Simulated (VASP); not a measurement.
The system is BeTe.

```xyz
2
Lattice="0.0000 2.7700 2.7700 2.7700 0.0000 2.7700 2.7700 2.7700 0.0000" Properties=species:S:1:pos:R:3 pbc="T T T"
Te    4.1550    4.1550    4.1550
Be    0.0000    0.0000    0.0000
```

Base run:

* Program: VASP 6.6.1
* Functional: MS2
* Potentials or basis: VASP PAW PBE potentials, release 64 (Te, Be)
* Cutoff: 520 eV
* k mesh: 8 × 8 × 8
* Occupations: fermi-dirac, width 0.05 eV
* Spin: no spin polarisation

Its results: band gap on the k mesh 2.18 eV, indirect (least direct gap 4.03 eV); pressure 3.0 GPa.

Task: The run is repeated on the same cell with these changes: functional from MS2 to revTPSS. What comes out?

Result: Band gap on the k mesh 1.85 eV, indirect (least direct gap 3.77 eV); pressure 3.7 GPa.

Caveats: the PAW data sets were made with another functional, which shifts forces and pressure a little; spin-orbit coupling is left out, which moves the levels of the heavy elements.
